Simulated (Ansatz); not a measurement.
**Is this NiO structure a true minimum?**

The cell was found from a structure generator's guess, not taken from experiment.

Theory: DFT PBE, scalar-relativistic, plane waves, PAW (Ansatz 0.2.0). Settings: cutoff 420 eV, Γ-centred mesh 22×22×22 on the computed 2-atom cell, Gaussian smearing of 0.10 eV; no spin polarisation.

The cell below (2 atoms, space group Fmm2 (No. 42)) is relaxed within its symmetry.

```xyz
2
Lattice="0.0000 3.3932 2.2451 1.7652 0.0000 2.2451 1.7652 3.3932 0.0000" Properties=species:S:1:pos:R:3 pbc="T T T"
Ni    1.7652    3.3932    3.3838
O     1.7652    3.3932    1.5365
```

For the test a repeat of it with 4 atoms (edges 2.86, 3.82, 5.39 Å) was strained at random (σ = 1.5 % a component), the atoms were moved at random (σ = 0.05 Å), and all was relaxed again on a coarse 8×6×4 mesh (in the run’s order of axes) with 0.20 eV smearing, with no symmetry imposed.

Weakly bound directions are ill-defined at this level, which has no dispersion term. No Hubbard U is applied to the open shell of Ni. Trial moments died out on the coarse mesh, so the last step has no spin; another magnetic start might hold.

**Question.** Is the structure stable against such a distortion?

**Answer.** It doesn't return. The energy falls by 464 meV/atom on that mesh, the volume changes by -25.4 %, and the end has space group P4_2/mmc (No. 131) at a loose tolerance. Relaxed again on a 16×16×10 mesh with 0.10 eV smearing, the new structure lies 463 meV/atom below the first (mesh in the axes of the run's cell; the cell below is made exact in the group named). Space group P4_2/mmc (No. 131), tetragonal, a = 2.830 Å, c = 5.010 Å. Around Ni lie 4 O at 1.89 Å; around O lie 4 Ni at 1.89 Å.

```yaml
crystal:
  lattice:
    - [2.83023, 0.00000, 0.00000]
    - [0.00000, 2.83023, 0.00000]
    - [0.00000, 0.00000, 5.00974]
  atoms:
    - { symbol: Ni, position: [0.00000, 0.50000, 0.50000] }
    - { symbol: Ni, position: [0.50000, 0.00000, 0.00000] }
    - { symbol: O, position: [0.00000, 0.00000, 0.25000] }
    - { symbol: O, position: [0.00000, 0.00000, 0.75000] }
```
